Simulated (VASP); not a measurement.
# Ni (Fm-3m) in VASP: a series of runs

One crystal, Ni, is run at these levels: PBE; tasks: relaxation of cell and atoms.

All numbers are computed with VASP 6.6.1; they aren't measurements. Logs are shortened: lines on timing, memory, paths and dates and some standing lists are left out, and cuts for length are marked.

## (1) Starting point

Symmetry: Fm-3m, No. 225, cubic system. The conventional cell has a = 3.524 Å, b = 3.524 Å, c = 3.524 Å, α = 90.00°, β = 90.00°, γ = 90.00°. Ni (site symmetry m-3m) has 12 Ni at 2.49 Å as nearest neighbours.

## (2) Relaxation of cell and atoms, PBE, collinear spin, ferromagnetic start

The input, INCAR:

```
  PREC = Accurate
  ENCUT = 520
  EDIFF = 1E-7
  ISMEAR = 0
  SIGMA = 0.1
  LREAL = F
  LASPH = T
  NELM = 120
  ALGO = Normal
  ISIF = 3
  LWAVE = F
  LCHARG = F
  ISPIN = 2
  MAGMOM = 0.8
  LORBIT = 11
  LMAXMIX = 4
  GGA = PE
  IBRION = 2
  NSW = 80
  EDIFFG = -0.15
```

The input, KPOINTS:

```
regular mesh
0
Gamma
  20 20 20
```

The input, POSCAR:

```
Ni
1.0
    0.0000000000      1.7619350000      1.7619350000
    1.7619350000      0.0000000000      1.7619350000
    1.7619350000      1.7619350000      0.0000000000
Ni
1
Direct
    0.0000000000      0.0000000000      0.0000000000
```

Potentials or basis: VASP PAW PBE potentials, release 64 (Ni).

Run with:

```bash
> cat potpaw_PBE.64/Ni/POTCAR > POTCAR
> mpirun -np 1 vasp_std > vasp.out
```

OUTCAR:

```text
PREC = Accurate
   ENCUT = 520
   EDIFF = 1E-7
   ISMEAR = 0
   LREAL = F
   LASPH = T
   NELM = 120
   ISIF = 3
   ISPIN = 2
   LORBIT = 11
   GGA = PE
   IBRION = 2
   NSW = 80
   EDIFFG = -0.15

 ion  position               nearest neighbor table
   1  0.000  0.000  0.000-

  LATTYP: Found a face centered cubic cell.
 ALAT       =     3.5238700000

  Lattice vectors:

 A1 = (   0.0000000000,   1.7619350000,   1.7619350000)
 A2 = (   1.7619350000,   0.0000000000,   1.7619350000)
 A3 = (   1.7619350000,   1.7619350000,   0.0000000000)

Analysis of symmetry for initial positions (statically):
=====================================================================
 Subroutine PRICEL returns:
 Original cell was already a primitive cell.

 Routine SETGRP: Setting up the symmetry group for a
 face centered cubic supercell.

 Subroutine GETGRP returns: Found 48 space group operations
 (whereof 48 operations were pure point group operations)
 out of a pool of 48 trial point group operations.

The static configuration has the point symmetry O_h .

Analysis of symmetry for dynamics (positions and initial velocities):
=====================================================================
 Subroutine PRICEL returns:
 Original cell was already a primitive cell.

 Routine SETGRP: Setting up the symmetry group for a
 face centered cubic supercell.

 Subroutine GETGRP returns: Found 48 space group operations
 (whereof 48 operations were pure point group operations)
 out of a pool of 48 trial point group operations.

The dynamic configuration has the point symmetry O_h .

Analysis of structural, dynamic, and magnetic symmetry:
=====================================================================
 Subroutine PRICEL returns:
 Original cell was already a primitive cell.

 Routine SETGRP: Setting up the symmetry group for a
 face centered cubic supercell.

 Subroutine GETGRP returns: Found 48 space group operations
 (whereof 48 operations were pure point group operations)
 out of a pool of 48 trial point group operations.

The overall configuration has the point symmetry O_h .

 Subroutine INISYM returns: Found 48 space group operations
 (whereof 48 operations are pure point group operations),
 and found     1 'primitive' translations

----------------------------------------------------------------------------------------

                                     Primitive cell

  volume of cell :      10.9396

  direct lattice vectors                    reciprocal lattice vectors
     0.000000000  1.761935000  1.761935000    -0.283778914  0.283778914  0.283778914
     1.761935000  0.000000000  1.761935000     0.283778914 -0.283778914  0.283778914
     1.761935000  1.761935000  0.000000000     0.283778914  0.283778914 -0.283778914

  length of vectors
     2.491752373  2.491752373  2.491752373     0.491519496  0.491519496  0.491519496

  position of ions in fractional coordinates (direct lattice)
     0.000000000  0.000000000  0.000000000

  ion indices of the primitive-cell ions
   primitive index   ion index
                 1           1

----------------------------------------------------------------------------------------

 KPOINTS: regular mesh

Automatic generation of k-mesh.
 Grid dimensions read from file:
 generate k-points for:   20   20   20

 Generating k-lattice:

  Cartesian coordinates                     Fractional coordinates (reciprocal lattice)
    -0.014188946  0.014188946  0.014188946     0.050000000  0.000000000  0.000000000
     0.014188946 -0.014188946  0.014188946     0.000000000  0.050000000  0.000000000
     0.014188946  0.014188946 -0.014188946     0.000000000  0.000000000  0.050000000

  Length of vectors
     0.024575975  0.024575975  0.024575975

  Shift w.r.t. Gamma in fractional coordinates (k-lattice)
     0.000000000  0.000000000  0.000000000

 Subroutine IBZKPT returns following result:
 ===========================================

 Found    256 irreducible k-points:

 Following reciprocal coordinates:
            Coordinates               Weight
  0.000000  0.000000  0.000000      1.000000
  0.050000  0.000000  0.000000      8.000000
  0.100000  0.000000  0.000000      8.000000
  0.150000  0.000000  0.000000      8.000000
  0.200000  0.000000  0.000000      8.000000
  0.250000  0.000000  0.000000      8.000000
[... 16 lines left out ...]
 -0.400000  0.050000  0.000000     24.000000
 -0.350000  0.050000  0.000000     24.000000
 [... further k-points ...]
   k-points           NKPTS =    256   k-points in BZ     NKDIM =    256   number of bands    NBANDS=      9
   number of dos      NEDOS =    301   number of ions     NIONS =      1
   total plane-waves  NPLWV =   8000
   dimension x,y,z NGX =    20 NGY =   20 NGZ =   20
   dimension x,y,z NGXF=    40 NGYF=   40 NGZF=   40
   ions per type =               1
   NGX,Y,Z   is equivalent  to a cutoff of  13.34, 13.34, 13.34 a.u.
   NGXF,Y,Z  is equivalent  to a cutoff of  26.69, 26.69, 26.69 a.u.
 SYSTEM =  unknown system
   PREC   = accura    normal or accurate (medium, high low for compatibility)
   ISTART =      0    job   : 0-new  1-cont  2-samecut
   ICHARG =      2    charge: 1-file 2-atom 10-const
   ISPIN  =      2    spin polarized calculation?
   LNONCOLLINEAR =      F non collinear calculations
   LSORBIT =      F    spin-orbit coupling
   LASPH  =      T    aspherical Exc in radial PAW
   ENCUT  =  520.0 eV  38.22 Ry    6.18 a.u.   4.63  4.63  4.63*2*pi/ulx,y,z
   NELM   =    120;   NELMIN=  2; NELMDL= -5     # of ELM steps
   EDIFF  = 0.1E-06   stopping-criterion for ELM
   LREAL  =      F    real-space projection
   EDIFFG = -.1E+00   stopping-criterion for IOM
   NSW    =     80    number of steps for IOM
   IBRION =      2    ionic relax: 0-MD 1-quasi-New 2-CG
   NFREE  =      1    steps in history (QN), initial steepest desc. (CG)
   ISIF   =      3    stress and relaxation
   ISYM   =      2    0-nonsym 1-usesym 2-fastsym
   POTIM  = 0.5000    time-step for ionic-motion
   TEBEG  =    0.0;   TEEND  =   0.0 temperature during run
   PSTRESS=    0.0 pullay stress
   NELECT =      10.0000    total number of electrons
   NUPDOWN=      -1.0000    fix difference up-down
   EMIN   =  10.00;   EMAX   =-10.00  energy-range for DOS
   EFERMI =   0.00;   METHOD = LEGACY
   ISMEAR =     0;   SIGMA  =   0.10  broadening in eV -4-tet -1-fermi 0-gaus
   EFERMI_NEDOS =   21; number of points for ismear=-14 and -15
   IALGO  =     38    algorithm
   IMIX   =      4    mixing-type and parameters
     AMIX     =   0.40;   BMIX     =  1.00
     AMIX_MAG =   1.60;   BMIX_MAG =  1.00
  volume/ion in A,a.u.               =      10.94        73.82
  Fermi-wavevector in a.u.,A,eV,Ry     =   1.588821  3.002436 34.345893  2.524352
  Thomas-Fermi vector in A             =   2.687765
   LORBIT       =     11    0 simple, 1 ext, 2 COOP (PROOUT), +10 PAW based schemes
   GGA     = PE    functional components
   LHFCALC =     F    Hartree Fock is set to
   AEXX    =    0.0000 exact exchange contribution
   IVDW    =     0    specifies the selected vdW correction
   LEPSILON=     F    determine dielectric tensor
   LRPA    =     F    only Hartree local field effects (RPA)
 conjugate gradient relaxation of ions
 spin polarized calculation
 Gauss-broadening in eV      SIGMA  =   0.10
  energy-cutoff  :      520.00
  volume of cell :       10.94
 maximum number of plane-waves:       306
   NGX =  9   NGY =  9   NGZ =  9

 number of electron      10.0000010 magnetization       0.6288794

 Free energy of the ion-electron system (eV)
  ---------------------------------------------------
  ext. energy  EPLUGINS =         0.00000000
  ---------------------------------------------------
  free energy    TOTEN  =        -5.47497974 eV

  energy without entropy =       -5.46615983  energy(sigma->0) =       -5.47056978

 E-fermi :   9.3009     XC(G=0): -13.2234

 val. band max:        9.2998388716   @ k =  -0.4500   0.5000   0.0500
 cond. band min:       9.3012193918   @ k =   0.4000   0.0000   0.0000
 fundamental gap:      0.0013805203
 Fermi energy:         9.3009123175

 spin component 1

 k-point     1 :       0.0000    0.0000    0.0000
  band No.  band energies     occupation
      1       0.3276      1.00000
      2       6.8742      1.00000
      3       6.8742      1.00000
      4       6.8742      1.00000
      5       8.0445      1.00000
      6       8.0445      1.00000
      7      32.9776      0.00000
      8      36.7950      0.00000
      9      36.7950      0.00000
[... 265 lines left out ...]
 k-point    24 :      -0.3500    0.0500    0.0000
  band No.  band energies     occupation
      1       4.1449      1.00000
      2       6.9622      1.00000
      3       7.0166      1.00000
      4       7.1380      1.00000
      5       8.3709      1.00000
      6       8.7184      1.00000
      7      18.3963      0.00000
      8      30.9235      0.00000
      9      33.2755      0.00000

 [... further k-points ...]

 spin component 2

 k-point     1 :       0.0000    0.0000    0.0000
  band No.  band energies     occupation
      1       0.2912      1.00000
      2       7.6329      1.00000
      3       7.6329      1.00000
      4       7.6329      1.00000
      5       8.6312      1.00000
      6       8.6312      1.00000
      7      32.8119      0.00000
      8      36.7752      0.00000
      9      36.7752      0.00000
[... 265 lines left out ...]
 k-point    24 :      -0.3500    0.0500    0.0000
  band No.  band energies     occupation
      1       4.3594      1.00000
      2       7.5013      1.00000
      3       7.6102      1.00000
      4       7.6511      1.00000
      5       9.1037      0.99736
      6       9.4144      0.05422
      7      18.6396      0.00000
      8      30.8908      0.00000
      9      33.2722      0.00000

 [... further k-points ...]

------------------------ aborting loop because EDIFF is reached ----------------------------------------

  FORCE on cell =-STRESS in cart. coord.  units (eV):
  Direction    XX          YY          ZZ          XY          YZ          ZX
  --------------------------------------------------------------------------------------
  -------------------------------------------------------------------------------------
  Total       -0.0655695     -0.0655695     -0.0655695      0.0000000      0.0000000     -0.0000000
  in kB       -9.6031362     -9.6031362     -9.6031362      0.0000000      0.0000000     -0.0000000
  external PRESSURE =      -9.6031362 kB  Pullay stress =       0.0000000 kB

 VOLUME and BASIS-vectors are now :
 -----------------------------------------------------------------------------
  energy-cutoff  :      520.00
  volume of cell :       10.94
      direct lattice vectors                 reciprocal lattice vectors
     0.000000000  1.761935000  1.761935000    -0.283778914  0.283778914  0.283778914
     1.761935000  0.000000000  1.761935000     0.283778914 -0.283778914  0.283778914
     1.761935000  1.761935000  0.000000000     0.283778914  0.283778914 -0.283778914

 POSITION                                       TOTAL-FORCE (eV/Angst)
 -----------------------------------------------------------------------------------
      0.00000      0.00000      0.00000        -0.000000     -0.000000      0.000000
 -----------------------------------------------------------------------------------
    total drift:                                0.000000      0.000000      0.000000

  FREE ENERGIE OF THE ION-ELECTRON SYSTEM (eV)
  ---------------------------------------------------
  free  energy   TOTEN  =        -5.4749797362 eV

  energy  without entropy=       -5.4661598290  energy(sigma->0) =       -5.47056978

 reached required accuracy - stopping structural energy minimisation

 total charge

# of ion       s       p       d       tot
------------------------------------------
    1        0.495   0.493   8.312   9.300

 magnetization (x)

# of ion       s       p       d       tot
------------------------------------------
    1       -0.007  -0.025   0.673   0.642
```

It took 43 s on 1 thread of Intel Xeon Platinum 8259CL at 2.50GHz (Skylake/Cascade Lake), shared host; peak memory 0.16 GiB.

Results:

| Property | Result |
| --- | --- |
| Free energy | -5.4750 eV |
| Pressure after relaxing | -1.0 GPa |
| Band gap on the k mesh | none (metal or under the smearing width) |
| Net moment | 0.63 μB per cell |
| Site moments | Ni +0.64 μB |
| Valence electrons inside the program's atomic spheres | Ni 9.30 |

Final structure:
```
CELL_PARAMETERS angstrom
0.00000 1.76194 1.76194
1.76194 0.00000 1.76194
1.76194 1.76194 0.00000
ATOMIC_POSITIONS crystal
Ni 0.00000 0.00000 0.00000
```

Caveat: the relaxation stopped at its first step, so nothing moved.

## (3) Relaxation of cell and atoms, PBE, collinear spin, ferromagnetic start

INCAR is that of step 2.

KPOINTS is that of step 2.

The input, POSCAR:

```
Ni                                      
1.0
    0.0000000000      1.7619350000      1.7619350000
    1.7619350000      0.0000000000      1.7619350000
    1.7619350000      1.7619350000      0.0000000000
  Ni            
     1
Direct
     0.0000000000000000    0.0000000000000000    0.0000000000000000
```

Potentials or basis: VASP PAW PBE potentials, release 64 (Ni).

Run with:

```bash
> cat potpaw_PBE.64/Ni/POTCAR > POTCAR
> mpirun -np 1 vasp_std > vasp.out
```

It took 41 s on 1 thread of Intel Xeon Platinum 8259CL at 2.50GHz (Skylake/Cascade Lake), shared host; peak memory 0.16 GiB.

It converged, with:

```yaml
Free_energy: -5.4750 eV
Pressure_after_relaxing: -1.0 GPa
Band_gap_on_the_k_mesh: none (metal or under the smearing width)
Net_moment: 0.63 μB per cell
Site_moments: Ni +0.64 μB
Valence_electrons_inside_the_program's_atomic_spheres: Ni 9.30
```

Final structure:
```xyz
1
Lattice="0.0000 1.7619 1.7619 1.7619 0.0000 1.7619 1.7619 1.7619 0.0000" Properties=species:S:1:pos:R:3 pbc="T T T"
Ni    0.0000    0.0000    0.0000
```

Levels at points of the mesh, in eV from the Fermi level:
Spin up:
```csv
k point,band 3,band 4,band 5,band 6,band 7,band 8
"(0.00, 0.00, 0.00)",-2.43,-2.43,-1.26,-1.26,23.68,27.49
"(0.50, 0.00, 0.00)",-2.41,-0.61,-0.61,-0.28,5.62,22.17
"(0.50, 0.50, 0.00)",-0.55,-0.48,-0.48,2.44,9.17,14.77
```
Spin down:
```
           k point  band 1  band 2  band 3  band 4  band 5  band 6  band 7  band 8  band 9
(0.00, 0.00, 0.00)   -9.01   -1.67   -1.67   -1.67   -0.67   -0.67   23.51   27.47   27.47
(0.50, 0.00, 0.00)   -4.38   -1.79   -1.79   -0.35    0.15    0.15    6.04   22.02   24.66
(0.50, 0.50, 0.00)   -4.27   -3.55    0.06    0.39    0.39    2.40    9.41   14.78   14.78
```

Caveat: the relaxation stopped at its first step, so nothing moved.
